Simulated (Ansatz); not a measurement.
**Ti3Al: moving one atom along a line**

Aim: for Ti3Al, measure how stiffly atom 2 (Ti) is held.

Method: DFT PBEsol, scalar-relativistic, plane waves, PAW, in Ansatz 0.2.0.

### 1 The starting structure

Symmetry: P-6m2, No. 187, hexagonal system. The conventional cell has a = 2.896 Å, b = 2.896 Å, c = 9.139 Å, α = 90.00°, β = 90.00°, γ = 120.00°. Around Ti (site symmetry -6m2) lie 12 Ti at 2.82 to 2.90 Å. Ti (site symmetry 3m) is surrounded by 9 Ti at 2.82 to 2.90 Å and 3 Al at 2.84 Å. Al (site symmetry -6m2) is surrounded by 6 Ti at 2.84 Å and 6 Al at 2.90 Å.

As a file:

```
Ti Al
1.0
     2.89578    0.00000    0.00000
    -1.44789    2.50782    0.00000
     0.00000    0.00000    9.13935
Ti Al
3 1
Direct
  0.66667 0.33333 0.00000
  0.33333 0.66667 0.75118
  0.33333 0.66667 0.24882
  0.66667 0.33333 0.50000
```

It goes back to an entry of the Materials Project, which need not be the stable form.

This cell was relaxed beforehand with the same method: volume 16.59 Å³/atom, gap on the mesh none (metal).

### 2 Zero of energy

The reference gives a free energy of -7946.7724 eV, pressure 0.01 GPa, largest force 0.004 eV/Å and gap on the mesh none (metal). It was computed beforehand with the settings of the runs below.

### 3 Setting up moving one atom along a line

Atom 2 (Ti) is moved by x along the Cartesian unit vector (0.000, 0.000, 1.000); the cell and all other atoms stay fixed. Forces below are components along that vector, summed over the moved atoms. In a periodic cell its images move with it.

### 4 At x = -0.300 Å

File input.yaml:

```yaml
crystal:
  lattice:
    - [2.8957824532, 0.0, 0.0]
    - [-1.4478912266, 2.5078211683, 0.0]
    - [0.0, 0.0, 9.1393541757]
  atoms:
    - { symbol: Ti, position: [0.6666666667, 0.3333333333, 0.0] }
    - { symbol: Ti, position: [0.3333333333, 0.6666666667, 0.7183510673] }
    - { symbol: Ti, position: [0.3333333333, 0.6666666667, 0.2488238562] }
    - { symbol: Al, position: [0.6666666667, 0.3333333333, 0.5] }
basis:
  ecutwfc: 420
kpoints:
  mp_grid: { grid: [18, 18, 6] }
hamiltonian:
  xc: pbesol
scf:
  occupations: { method: gaussian, width: 0.15 }
output:
  forces: true
  stress: true
  eigenvalues: true
```

Command:

```sh
ansatz run input.yaml --threads 1 --pin off --max-ram 2560MiB --backend cpu --events-out ev --progress --plain --runs-dir out
```

### 5 Point x = 0.200 Å

Edit input.yaml of step 4 so:

```diff
@@ -7,3 +7,3 @@
     - { symbol: Ti, position: [0.6666666667, 0.3333333333, 0.0] }
-    - { symbol: Ti, position: [0.3333333333, 0.6666666667, 0.7183510673] }
+    - { symbol: Ti, position: [0.3333333333, 0.6666666667, 0.7730595281] }
     - { symbol: Ti, position: [0.3333333333, 0.6666666667, 0.2488238562] }
```

### 6 At x = -0.100 Å

Edit input.yaml of step 5 so:

```diff
@@ -7,3 +7,3 @@
     - { symbol: Ti, position: [0.6666666667, 0.3333333333, 0.0] }
-    - { symbol: Ti, position: [0.3333333333, 0.6666666667, 0.7730595281] }
+    - { symbol: Ti, position: [0.3333333333, 0.6666666667, 0.7402344516] }
     - { symbol: Ti, position: [0.3333333333, 0.6666666667, 0.2488238562] }
```

### 7 x = 0.300 Å

Edit input.yaml of step 6 so:

```diff
@@ -7,3 +7,3 @@
     - { symbol: Ti, position: [0.6666666667, 0.3333333333, 0.0] }
-    - { symbol: Ti, position: [0.3333333333, 0.6666666667, 0.7402344516] }
+    - { symbol: Ti, position: [0.3333333333, 0.6666666667, 0.7840012203] }
     - { symbol: Ti, position: [0.3333333333, 0.6666666667, 0.2488238562] }
```

### 8 x = -0.200 Å

Edit input.yaml of step 7 so:

```diff
@@ -7,3 +7,3 @@
     - { symbol: Ti, position: [0.6666666667, 0.3333333333, 0.0] }
-    - { symbol: Ti, position: [0.3333333333, 0.6666666667, 0.7840012203] }
+    - { symbol: Ti, position: [0.3333333333, 0.6666666667, 0.7292927595] }
     - { symbol: Ti, position: [0.3333333333, 0.6666666667, 0.2488238562] }
```

### 9 Point x = 0.100 Å

Edit input.yaml of step 8 so:

```diff
@@ -7,3 +7,3 @@
     - { symbol: Ti, position: [0.6666666667, 0.3333333333, 0.0] }
-    - { symbol: Ti, position: [0.3333333333, 0.6666666667, 0.7292927595] }
+    - { symbol: Ti, position: [0.3333333333, 0.6666666667, 0.762117836] }
     - { symbol: Ti, position: [0.3333333333, 0.6666666667, 0.2488238562] }
@@ -22 +22,5 @@
   eigenvalues: true
+  write_density: true
+  write_potential: true
+  elf: true
+  volumetric_format: npy
```

### 10 x = 0.250 Å

Edit input.yaml of step 9 so:

```diff
@@ -7,3 +7,3 @@
     - { symbol: Ti, position: [0.6666666667, 0.3333333333, 0.0] }
-    - { symbol: Ti, position: [0.3333333333, 0.6666666667, 0.762117836] }
+    - { symbol: Ti, position: [0.3333333333, 0.6666666667, 0.7785303742] }
     - { symbol: Ti, position: [0.3333333333, 0.6666666667, 0.2488238562] }
@@ -22,5 +22 @@
   eigenvalues: true
-  write_density: true
-  write_potential: true
-  elf: true
-  volumetric_format: npy
```

### 11 Point x = 0.150 Å

Edit input.yaml of step 10 so:

```diff
@@ -7,3 +7,3 @@
     - { symbol: Ti, position: [0.6666666667, 0.3333333333, 0.0] }
-    - { symbol: Ti, position: [0.3333333333, 0.6666666667, 0.7785303742] }
+    - { symbol: Ti, position: [0.3333333333, 0.6666666667, 0.7675886821] }
     - { symbol: Ti, position: [0.3333333333, 0.6666666667, 0.2488238562] }
```

### 12 At x = 0.050 Å

Edit input.yaml of step 11 so:

```diff
@@ -7,3 +7,3 @@
     - { symbol: Ti, position: [0.6666666667, 0.3333333333, 0.0] }
-    - { symbol: Ti, position: [0.3333333333, 0.6666666667, 0.7675886821] }
+    - { symbol: Ti, position: [0.3333333333, 0.6666666667, 0.7566469899] }
     - { symbol: Ti, position: [0.3333333333, 0.6666666667, 0.2488238562] }
```

(Steps that only read results are left out.)

Q: Predict the outcome of this session.

The runs gave:

```
                                                        quantity       value
force constant along x, from the points at -0.100, 0 and 0.050 Å  7.29 eV/Å²
```

What this shows: The restoring force grows by 7.29 eV/Å per Å near the site; for the mass of Ti against a rigid frame that is a vibration of about 203 cm⁻¹. No sampled point lies below the undisturbed cell. The well is lopsided: x = 0.300 Å costs 361 meV against 324 meV on the other side.
